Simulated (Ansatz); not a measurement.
# MnAs (P6_3/mmc) in Ansatz: relaxation of cell and atoms with PBEsol+D4

Aim: the relaxation of cell and atoms of MnAs with PBEsol+D4.

Program: Ansatz 0.2.0. These are calculated values, not measurements. Logs are shortened: lines on timing, memory, paths and dates and some standing lists are left out, and cuts for length are marked.

**1. The crystal as given**

Symmetry: P6_3/mmc, No. 194, hexagonal system. Conventional cell: a = 3.710 Å, b = 3.710 Å, c = 5.691 Å, α = 90.00°, β = 90.00°, γ = 120.00°. As (site symmetry -6m2) has 6 Mn at 2.57 Å as nearest neighbours. Mn (site symmetry -3m) has 6 As at 2.57 Å and 2 Mn at 2.85 Å as nearest neighbours.

**2. Relaxation of cell and atoms, PBEsol+D4, collinear spin, ferromagnetic start**

The input, input.yaml:

```yaml
crystal:
  lattice:
    - [3.71, 0.0, 0.0]
    - [-1.855, 3.212954248, 0.0]
    - [0.0, 0.0, 5.691]
  atoms:
    - { symbol: As, position: [0.6666666667, 0.3333333333, 0.75] }
    - { symbol: As, position: [0.3333333333, 0.6666666667, 0.25] }
    - { symbol: Mn, position: [0.0, 0.0, 0.5], spin: 4.0 }
    - { symbol: Mn, position: [0.0, 0.0, 0.0], spin: 4.0 }
hamiltonian:
  xc: pbesol
  pseudopotentials: { kind: paw }
  dispersion: d4
magnetization:
  spin_polarized: true
kpoints:
  mp_grid: { grid: [8, 8, 5] }
scf:
  occupations: { method: fermi_dirac, width: 0.05 }
output:
  forces: true
  stress: true
  write_density: true
  write_potential: true
  elf: true
  volumetric_format: npy
relax:
  f_tol: 0.01
  max_steps: 40
  cell: { stress_tol: 0.05 }
```

Potentials or basis: Ansatz PAW.

Started as:

```
ansatz run input.yaml --threads 2 --pin off --max-ram 5632MiB --backend cpu --events-out ev --progress --plain --runs-dir out
```

Output:

```text
Warning: RAYON_NUM_THREADS=2 ignored (pool sized by the plan → 2); use --threads N
Engine: ansatz 0.2.0, x86_64-unknown-linux-gnu
Pseudopotentials: kind: paw
Pseudopotential: As, paw, valence charge 15, recommended cutoff 420 eV (normal), As.paw.azcp
Pseudopotential: Mn, paw, valence charge 15, recommended cutoff 420 eV (normal), Mn.paw.azcp
Functional definition: PBEsol
  exchange = pbesol_x
  correlation = pbesol_c
Crystal: 4 atoms, lattice volume = 67.837 Å³
Basis set: ecut = 420 eV, 1339 PW (Γ), exchange–correlation on 50×50×80 points (8 copies of the dense FFT grid, shifted against one another)
Bands: 41, of which v1, the nominal top of the filled ones, is band 30 counted from 1 (29 counted from 0)
Symmetry: 24 space group operations
Space group: P63/mmc (ITA 194), of the structure as read, at distance tolerance 4.1e-5 Å
Magnetic group: BNS 194.263 (UNI 1493), of the structure as read, at distance tolerance 4.1e-5 Å
k-points: 30 of 320
Non-local potential: As, projectors of the file, l = 0: 2, l = 1: 2, l = 2: 3, l = 3: 1
Non-local potential: Mn, projectors of the file, l = 0: 3, l = 1: 2, l = 2: 3, l = 3: 1
PAW form: soft (Blöchl's): semilocal exchange-correlation on the pseudo side does not see the compensation charge
PAW frozen core: As, regenerated for the run's functional, and the local potential with it (the file was generated under x = pbe(κ = 0.804, μ = 0.2195149727645171), c = pbe(β = 0.06672455060314922))
PAW frozen core: Mn, regenerated for the run's functional, and the local potential with it (the file was generated under x = pbe(κ = 0.804, μ = 0.2195149727645171), c = pbe(β = 0.06672455060314922))
PAW one-centre angular grid: As, 590 points (default); XC on 64 Gauss nodes
PAW one-centre angular grid: Mn, 590 points (default); XC on 64 Gauss nodes
Initial density: superposition of atomic densities (chi_scale 0.1, normalization cell)
Starting moments: Σ|m| = 8 μB on 2 of 4 sites
Initial wavefunctions: pseudopotential atomic-orbital guess
Functional: x = pbesol(κ = 0.804, μ = 0.12345679012345678), c = pbesol(β = 0.046)
iter 1 solved again at ethr=1.00e-3 eV; its pass at ethr=3.10e-3 eV (dr2=6.02e-1 eV) is discarded
SCF iter   1: F=—  HF=-17364.129801 eV  |F-HF|=—  |Δ(HF+E_count)|=         —  Δρ=2.36e-2 (↑2.36e-2 ↓1.82e-2)  dr2=6.05e-1  dr2_m=1.21e-1  M=7.070 μB ∫|m|=7.659 μB  β_m=0.30  ethr=1.00e-3  ⟨swp⟩=1.4  Hψ=11185  notcnv=0
Mixer restart at iter 1: flushing history
preconditioner: auto → Kerker (q_TF=auto, 2.673 Å⁻¹)  [metal: Δε(μ)=0.062 eV  Ē_g=8.545 eV  σ=0.050 eV  W_gap=0.30  n_scr=22 (ndim 8)  ℏωp=22.1 eV  f_vac=0.000  D(μ)=1.88/eV (n_scr^D=10)]
spin=Collinear: Kerker preconditioning applied to the charge; magnetization (m = ρ↑ − ρ↓) channel mixes plain (no charge-response kernel on spin).
SCF iter   2: F=—  HF=-17364.131141 eV  |F-HF|=—  |Δ(HF+E_count)|=   1.34e-3  Δρ=1.48e-2 (↑1.20e-2 ↓1.48e-2)  dr2=2.07e-1  dr2_m=5.80e-2  M=7.000 μB ∫|m|=7.634 μB  β_m=0.44  ethr=1.00e-3  ⟨swp⟩=2.0  Hψ=3178  notcnv=0
SCF iter   3: F=—  HF=-17364.545040 eV  |F-HF|=—  |Δ(HF+E_count)|=         —  Δρ=2.74e-2 (↑1.50e-2 ↓2.74e-2)  dr2=3.44e-1  dr2_m=2.45e-1  M=6.402 μB ∫|m|=7.112 μB  β_m=0.44  ethr=3.44e-4  ⟨swp⟩=2.0  Hψ=3240  notcnv=0  defer=35
Mixer restart at iter 3: flushing history
SCF iter   4: F=—  HF=-17364.904734 eV  |F-HF|=—  |Δ(HF+E_count)|=   3.60e-1  Δρ=1.90e-2 (↑1.19e-2 ↓1.90e-2)  dr2=1.93e-1  dr2_m=1.30e-1  M=6.317 μB ∫|m|=7.029 μB  β_m=0.69  ethr=3.44e-4  ⟨swp⟩=2.1  Hψ=3416  notcnv=0  defer=44
SCF iter   5: F=—  HF=-17365.072415 eV  |F-HF|=—  |Δ(HF+E_count)|=   1.68e-1  Δρ=3.60e-3 (↑3.60e-3 ↓2.42e-3)  dr2=4.17e-2  dr2_m=4.61e-4  M=6.175 μB ∫|m|=6.897 μB  β_m=0.66  ethr=3.21e-4  ⟨swp⟩=2.3  Hψ=3842  notcnv=0  defer=140
SCF iter   6: F=—  HF=-17365.053938 eV  |F-HF|=—  |Δ(HF+E_count)|=   1.85e-2  Δρ=2.48e-3 (↑2.48e-3 ↓2.38e-3)  dr2=8.58e-3  dr2_m=2.36e-4  M=6.160 μB ∫|m|=6.869 μB  β_m=0.76  ethr=6.94e-5  ⟨swp⟩=2.4  Hψ=4127  notcnv=0  defer=155
SCF iter   7: F=—  HF=-17365.065205 eV  |F-HF|=—  |Δ(HF+E_count)|=   1.13e-2  Δρ=2.08e-3 (↑1.08e-3 ↓2.08e-3)  dr2=4.52e-3  dr2_m=3.51e-4  M=6.200 μB ∫|m|=6.902 μB  β_m=0.88  ethr=1.43e-5  ⟨swp⟩=2.0  Hψ=3403  notcnv=0  defer=169
SCF iter   8: F=—  HF=-17365.067992 eV  |F-HF|=—  |Δ(HF+E_count)|=   2.79e-3  Δρ=4.35e-4 (↑4.35e-4 ↓2.83e-4)  dr2=4.57e-4  dr2_m=2.12e-5  M=6.229 μB ∫|m|=6.933 μB  β_m=0.94  ethr=7.53e-6  ⟨swp⟩=2.1  Hψ=4538  notcnv=0  defer=169
SCF iter   9: F=—  HF=-17365.067970 eV  |F-HF|=—  |Δ(HF+E_count)|=   2.16e-5  Δρ=4.51e-4 (↑4.51e-4 ↓2.49e-4)  dr2=3.17e-4  dr2_m=7.46e-6  M=6.234 μB ∫|m|=6.939 μB  β_m=0.80  ethr=7.62e-7  ⟨swp⟩=2.0  Hψ=3984  notcnv=0  defer=169
SCF iter  10: F=—  HF=-17365.067877 eV  |F-HF|=—  |Δ(HF+E_count)|=   9.29e-5  Δρ=4.76e-5 (↑4.54e-5 ↓4.76e-5)  dr2=5.47e-6  dr2_m=3.65e-7  M=6.232 μB ∫|m|=6.936 μB  β_m=0.90  ethr=5.28e-7  ⟨swp⟩=2.0  Hψ=3802  notcnv=0  defer=169
SCF iter  11: F=—  HF=-17365.067881 eV  |F-HF|=—  |Δ(HF+E_count)|=   3.79e-6  Δρ=2.72e-5 (↑2.23e-5 ↓2.72e-5)  dr2=3.96e-7  dr2_m=3.05e-7  M=6.232 μB ∫|m|=6.936 μB  β_m=0.95  ethr=9.12e-9  ⟨swp⟩=2.0  Hψ=3147  notcnv=0  defer=169
[... 100 lines left out ...]
SCF 7 converged in 10 iterations: F = -17365.510528 eV  dr2 = 6.26e-12
relax step   7: F+E_penalty+E_count = -17365.51052843 eV  Δ(F+E_penalty+E_count) = +2.021e-3 eV  max|allowed force component| = 2.313e-17 eV/Å  Δτ_max = 0.0000 Å  P = -0.010 GPa  Ω = 57.365 Å³  stress off target by 1.39e-2 GPa  SCF on the basis re-selected at this cell (its energy is not comparable with the rows above)  (10 SCF iters)
basis re-selected at this cell: Δ(F+E_penalty+E_count) = +2.021e-3 eV, ΔP = -0.010 GPa vs the last step (what re-selecting the basis moved, of the pressure what is left beyond the Pulay correction that the steps carried, after the strain that the cell walked since its last selection, with what the two solves' SCF thresholds leave and, on support functions, any second-order correction that the steps lacked; it is no measure of the basis error at this ecutwfc). The dense FFT grid was sized anew with the basis: this SCF ran on 24×24×36 points, the steps before it on 25×25×40, so part of this shift can come from that change (see relax.cell in the input reference). This SCF's stress stands 1.39e-2 GPa from its target on what of the cell is left free (relax.cell.stress_tol is 5.00e-2 GPa) and its largest allowed force component is 2.31e-17 eV/Å (relax.f_tol is 1.00e-2 eV/Å): within both
SCF converged after 10 iterations
Magnetization: 4.5617 μB (32.2808 up, 27.7192 down)
Absolute magnetization: 5.0417 μB (∫|ρ↑−ρ↓|, with the PAW one-centre terms)
Spin contamination: 0.1138 ħ² per cell (⟨S²⟩ above its minimum at these occupations)
Per-site moments (μB) at R_I (Å): [(-0.07182477226029178, 1.0038028133267716), (-0.07182477226029219, 1.0038028133267716), (2.2477685861948076, 1.0038028133267716), (2.2477685861948067, 1.0038028133267716)]
Free energy (F): -17365.510528 eV
Harris-Foulkes:  -17365.510528 eV  (|F-HF|=1.46e-11)
Internal energy: -17365.486721 eV  (E = F + TS)
E sigma→0 (E₀):  -17365.498625 eV
Entropy (-TS):   -0.023808 eV (-5.952 meV/atom)
Fermi energy:    16.103678 eV
--- Per-component energies (eV) ---
  E_band       = -751.784267
  E_kinetic    = 828.094062
  E_local      = -6504.917749  (includes V_loc(G=0)·N_el)
  E_nonlocal   = -845.583744
  E_hartree    = 3183.427858
  E_xc         = -387.421239
  E_vxc        = -454.552023  (∫ρ·V_xc dr)
  E_paw        = -6131.831365  (= ΣΔE_a)
  E_vpaw       = -141.680373  (= ΣTr[D̂ρ^β])
  E_aug_tail   = -0.000001  (compensation charges beyond the density's cutoff)
  E_ewald      = -7508.462201
  E_disp       = -1.064500  (pairwise vdW)
  E_core_change = 2.272158  (= ΣΔE_core)
  E_smearing   = -0.023808  (= −TS)
  E_closure    = 0.000000  (closes the sum)
  Σ components = -17365.510528   (vs F -17365.510528, Δ=0.00e0)
--- Forces (eV/Å), atoms counted from 1 ---
  atom   1  As    -0.00000000    -0.00000000     0.00000000
  atom   2  As     0.00000000     0.00000000    -0.00000000
  atom   3  Mn     0.00000000     0.00000000    -0.00000000
  atom   4  Mn     0.00000000     0.00000000     0.00000000
  max |Σ_I F_I| component: 4.63e-18 eV/Å
--- Stress (GPa, compression-positive) ---
       -0.007862      -0.000000       0.000000
        0.000000      -0.007862       0.000000
        0.000000       0.000000      -0.013919
  P = ⅓ Tr σ = -0.0099 GPa (-0.099 kbar)
--- Band table (eV; the first three rows and the last of 60) ---
  k-point 0 ↑: bands = ["-64.1225", "-64.0990", "-33.0843", "-33.0843", "-33.0612", "-33.0612", "-33.0076", "-32.7884", "-19.8164", "-19.8164", "-19.8025", "-19.8025", "-19.8001", "-19.7985", "-19.7894", "-19.7894", "-19.7858", "-19.7858", "1.7841", "5.1627", "8.8417", "11.5535", "11.5535", "12.5709", "13.2918", "13.2918", "13.6899", "13.6899", "14.9012", "14.9012", "16.7069", "16.9065", "16.9065", "18.2593", "20.0292", "20.0292", "20.1831", "23.3942", "23.3942", "23.4497", "27.4168"]
  k-point 1 ↑: bands = ["-64.1203", "-64.1013", "-33.0821", "-33.0821", "-33.0634", "-33.0634", "-32.9869", "-32.8096", "-19.8151", "-19.8151", "-19.8039", "-19.8039", "-19.8000", "-19.7986", "-19.7890", "-19.7890", "-19.7861", "-19.7861", "1.9802", "4.5292", "9.7045", "11.7019", "11.7019", "12.6361", "13.3935", "13.3935", "13.4079", "13.4079", "14.5703", "14.5703", "16.3677", "17.3630", "17.4861", "17.4861", "19.8805", "19.8805", "20.6141", "23.4643", "23.4643", "23.9734", "25.9475"]
  k-point 2 ↑: bands = ["-64.1144", "-64.1072", "-33.0764", "-33.0764", "-33.0692", "-33.0692", "-32.9324", "-32.8647", "-19.8117", "-19.8117", "-19.8074", "-19.8074", "-19.7995", "-19.7990", "-19.7881", "-19.7881", "-19.7870", "-19.7870", "2.5549", "3.4568", "11.3288", "12.1286", "12.1286", "12.4889", "12.7628", "12.7628", "13.6776", "13.6776", "14.0891", "14.0891", "15.8149", "16.0210", "18.5155", "18.5155", "19.3853", "19.3853", "21.6807", "23.1363", "23.7855", "23.7855", "24.5790"]
  k-point 29 ↓: bands = ["-61.6404", "-61.6325", "-30.6568", "-30.5960", "-30.5917", "-30.5871", "-30.5832", "-30.5829", "-19.8282", "-19.8266", "-19.8264", "-19.8227", "-19.8143", "-19.8142", "-19.8020", "-19.8017", "-19.8000", "-19.7991", "4.8051", "4.8820", "10.0115", "10.2721", "11.2178", "11.9675", "13.3764", "13.4088", "15.7664", "16.0803", "16.2503", "16.5421", "16.9049", "17.0546", "17.4292", "17.7388", "20.2209", "20.5776", "23.0652", "23.8026", "24.2828", "25.4421", "26.1685"]
--- Relaxed structure (6 steps of the walk, 6 accepted, 1 SCFs on fresh bases) ---
  F+E_penalty+E_count = -17365.51052843 eV   max|allowed force component| = 2.313e-17 eV/Å   (the final SCF, on the basis selected at the relaxed cell)
  cell:  # Å, volume = 57.3651 Å³
    - [3.5355370459090154, -1.031104299660705e-33, -9.34381241462444e-34]
    - [-1.7677685229545077, 3.0618648977781966, -6.8892424209417556e-18]
    - [-1.4333055647428818e-33, -1.2202688115381422e-17, 5.2991473282416806]
  atoms:
    - { symbol: As, position: [0.6666666666666666, 0.3333333333333332, 0.75] }
    - { symbol: As, position: [0.3333333333333332, 0.6666666666666665, 0.24999999999999997] }
    - { symbol: Mn, position: [0.0, 3.851859888774472e-34, 0.49999999999999994] }
    - { symbol: Mn, position: [-1.2935072109357525e-34, -1.2390489336217492e-35, 1.0575524646301374e-36] }
```

It took 41 s on 2 threads of Intel Xeon Platinum 8175M at 2.50GHz (Skylake/Cascade Lake), shared host; peak memory 0.5 GiB.

What came out:

```
Free energy                            : -17365.5105 eV
Relaxed volume                         : 14.34 Å³/atom
Relaxed cell                           : a = 3.536 Å, b = 3.536 Å, c = 5.299 Å, α = 90.00°, β = 90.00°, γ = 120.00°
Space group after relaxing (to 0.05 Å) : P6_3/mmc (No. 194)
Energy gained by relaxing              : 110.7 meV/atom
Ionic steps                            : 7
Pressure after relaxing                : 0.0 GPa
Band gap on the k mesh                 : none (metal or under the smearing width)
Net moment                             : 4.56 μB per cell
Absolute moment                        : 5.04 μB per cell
Site moments                           : As -0.07; Mn +2.25 μB
```

The path:
```csv
step,energy change (eV),largest force (eV/Å),volume (Å³)
1,0.0000,0.0000,67.84
2,-0.3582,0.0000,61.53
3,-0.3882,0.0000,54.47
4,-0.4427,0.0000,57.90
5,-0.4447,0.0000,57.37
6,-0.4447,0.0000,57.37
7,-0.4426,0.0000,57.37
```

Final structure:
```
CELL_PARAMETERS angstrom
3.53554 0.00000 0.00000
-1.76777 3.06186 0.00000
0.00000 0.00000 5.29915
ATOMIC_POSITIONS crystal
As 0.66667 0.33333 0.75000
As 0.33333 0.66667 0.25000
Mn 0.00000 0.00000 0.50000
Mn 0.00000 0.00000 0.00000
```

Caveat: the volume moved by over 15 % at a fixed basis, so the end points are rough; the plane-wave basis is chosen anew once the cell has moved, so the energies of steps on either side of that aren't comparable; the volume moved by -15 % from the deposited cell, more than functionals usually miss; only a ferromagnetic start was run, and an antiferromagnetic order may lie lower in energy; pairwise dispersion overbinds metals, which lowers pressure and volume; the PAW data sets come from PBE, with cores solved anew for the run's functional, which leaves a small shift of forces and pressure.
